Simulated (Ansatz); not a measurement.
Crystal: Ge.

```
CELL_PARAMETERS angstrom
0.00000 2.82891 2.82891
2.82891 0.00000 2.82891
2.82891 2.82891 0.00000
ATOMIC_POSITIONS crystal
Ge 0.75000 0.75000 0.75000
Ge 0.50000 0.50000 0.50000
```

```yaml
Program: Ansatz 0.2.0
Task: relaxation of cell and atoms
Functional: RPBE
Potentials_or_basis: all-electron LAPW, relativistic spinors
Basis_error_allowed: 0.001 eV/atom
k_mesh: 6 × 6 × 6
Occupations: tetrahedron
Spin: spin-orbit coupling, no magnetisation
```

At the start: volume 22.64 Å³/atom.

**Question.** How do energy, volume and symmetry change on relaxing?

**Answer.** Over 5 steps the energy falls by 31.5 meV/atom and the volume is 24.60 Å³/atom (+8.7 %); space group Fd-3m (No. 227, to 0.05 Å).

Step by step:
```csv
step,energy change (eV),largest force (eV/Å),volume (Å³)
1,0.0000,0.0000,45.28
2,-0.0589,0.0000,48.17
3,-0.0629,0.0000,49.12
4,-0.0629,0.0000,49.21
5,-0.0629,0.0000,49.21
```

Final structure:
```
Ge
1.0
     0.00000    2.90844    2.90844
     2.90844    0.00000    2.90844
     2.90844    2.90844    0.00000
Ge
2
Direct
  0.75000 0.75000 0.75000
  0.50000 0.50000 0.50000
```

The cell as given is a measured one (22.64 Å³/atom); RPBE puts the equilibrium volume +8.7 % from it, thermal expansion not counted.

Caveat: the k mesh is thin for a metal, which can move the energy by tens of meV per atom; with tetrahedron occupations forces and stress needn't match the slope of the energy.
